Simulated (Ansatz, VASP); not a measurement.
# Two plane-wave programs on HfC

```
CELL_PARAMETERS angstrom
3.31442 0.00000 0.00000
-1.65721 2.87037 0.00000
0.00000 0.00000 5.23648
ATOMIC_POSITIONS crystal
Hf 0.66667 0.33333 0.75000
Hf 0.33333 0.66667 0.25000
C 0.00000 0.00000 0.00000
C 0.00000 0.00000 0.50000
```

Alike in both runs: task single point; functional PBEsol; k mesh 15 × 15 × 8; occupations gaussian, width 0.1 eV; no spin polarisation.

|  | VASP | Ansatz |
| --- | --- | --- |
| version | VASP 6.6.1 | Ansatz 0.2.0 |
| potentials or method | VASP PAW PBE potentials, release 64 (Hf_pv, C) | scalar-relativistic, plane waves, PAW |
| plane-wave cutoff (eV) | 520 | 420 |
| valence electrons in the cell | 28 | 60 |

|  | VASP | Ansatz | Ansatz less VASP |
| --- | --- | --- | --- |
| gap on the k mesh at the Fermi level (eV) | none | none | - |
| pressure (GPa) | -5.5 | -5.0 | +0.48 |
| largest component of the traceless stress (GPa) | 1.43 | 1.44 | +0.009 |

A gap of «none» marks a metal or a gap that the smearing closes. The two sets of potentials don't hold the same shells in valence.

Caveats: the PAW data sets were made with another functional, which shifts forces and pressure a little (VASP). Spin-orbit coupling is left out, which matters for the levels of Hf.
